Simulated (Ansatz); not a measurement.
**MoS₂ in the CdI2-type structure**

The computed numbers are results of PBE, scalar-relativistic (collinear spin) in the plane-wave PAW code Ansatz at 420 eV, 12×12×6 k-mesh, Gaussian smearing of 0.05 eV. The datasets are Ansatz's generated set soft_2.

```xyz
3
Lattice="3.1934 0.0000 0.0000 -1.5967 2.7656 0.0000 0.0000 0.0000 6.7717" Properties=species:S:1:pos:R:3 pbc="T T T"
Mo    0.0000    0.0000    0.0000
S     0.0000    1.8437    1.5835
S     1.5967    0.9219    5.1882
```

The start was a prototype's sites filled with these elements. The Crystallography Open Database lists the compound in space groups R3m, R-3m, P63/mmc, so this is a trial structure.

Magnetic state: non-magnetic, site spin moments none.

Q: Which orbitals carry the states at the Fermi level, and how many states are there?

A: Within 0.1 eV of it: S 3p 52 %, Mo 4d 47 % (shares among the projected shells; no valence p shell of Mo is among them). The Fermi level sits on a steep edge: the density of states is 0.8, 1.2 and 1.8 states/eV per cell at −0.1, 0 and +0.1 eV.

Density of states (tetrahedra, averaged over 0.5 eV; states/eV per cell of 3 atoms; energy in eV from the Fermi level; projections on Löwdin-orthogonalised atomic orbitals, summed over sites):

| E | total | S 3p | Mo 4d up | Mo 4d down | S 3s | Mo 5s |
| --- | --- | --- | --- | --- | --- | --- |
| -7.10 | 0.01 | 0.00 | 0.00 | 0.00 | 0.00 | 0.00 |
| -6.60 | 0.81 | 0.48 | 0.12 | 0.12 | 0.01 | 0.05 |
| -6.10 | 1.53 | 0.91 | 0.23 | 0.23 | 0.05 | 0.08 |
| -5.60 | 3.46 | 2.20 | 0.53 | 0.53 | 0.07 | 0.05 |
| -5.10 | 1.88 | 1.22 | 0.27 | 0.27 | 0.05 | 0.04 |
| -4.60 | 2.95 | 1.73 | 0.48 | 0.48 | 0.15 | 0.06 |
| -4.10 | 3.71 | 2.19 | 0.64 | 0.64 | 0.16 | 0.03 |
| -3.60 | 2.31 | 1.23 | 0.48 | 0.48 | 0.06 | 0.01 |
| -3.10 | 2.52 | 1.84 | 0.26 | 0.26 | 0.08 | 0.01 |
| -2.60 | 2.33 | 1.73 | 0.23 | 0.23 | 0.07 | 0.01 |
| -2.10 | 1.79 | 1.19 | 0.26 | 0.26 | 0.03 | 0.01 |
| -1.60 | 1.18 | 0.69 | 0.23 | 0.23 | 0.01 | 0.00 |
| -1.10 | 1.80 | 0.70 | 0.52 | 0.52 | 0.02 | 0.00 |
| -0.60 | 1.15 | 0.44 | 0.34 | 0.34 | 0.01 | 0.00 |
| -0.10 | 1.04 | 0.52 | 0.25 | 0.25 | 0.00 | 0.01 |
| 0.40 | 2.72 | 1.19 | 0.73 | 0.73 | 0.01 | 0.02 |
| 0.90 | 2.34 | 0.53 | 0.88 | 0.88 | 0.01 | 0.02 |
| 1.40 | 2.28 | 0.40 | 0.89 | 0.89 | 0.00 | 0.07 |
| 1.90 | 0.27 | 0.07 | 0.10 | 0.10 | 0.00 | 0.00 |
| 2.40 | 2.28 | 0.89 | 0.56 | 0.56 | 0.10 | 0.01 |
| 2.90 | 2.41 | 1.16 | 0.53 | 0.53 | 0.06 | 0.00 |
| 3.40 | 1.21 | 0.52 | 0.28 | 0.28 | 0.06 | 0.00 |
| 3.90 | 1.74 | 0.62 | 0.38 | 0.38 | 0.13 | 0.05 |
| 4.40 | 0.29 | 0.10 | 0.06 | 0.06 | 0.02 | 0.01 |
| 4.90 | 0.09 | 0.01 | 0.00 | 0.00 | 0.00 | 0.00 |
| 5.40 | 0.35 | 0.02 | 0.01 | 0.01 | 0.01 | 0.02 |
| 5.90 | 0.69 | 0.04 | 0.01 | 0.01 | 0.03 | 0.13 |

The structure is built of weakly bound layers, and this functional has no dispersion term, so their spacing and all that hangs on it (volume, the soft elastic constants, low modes, dielectric constants) are poorly given.
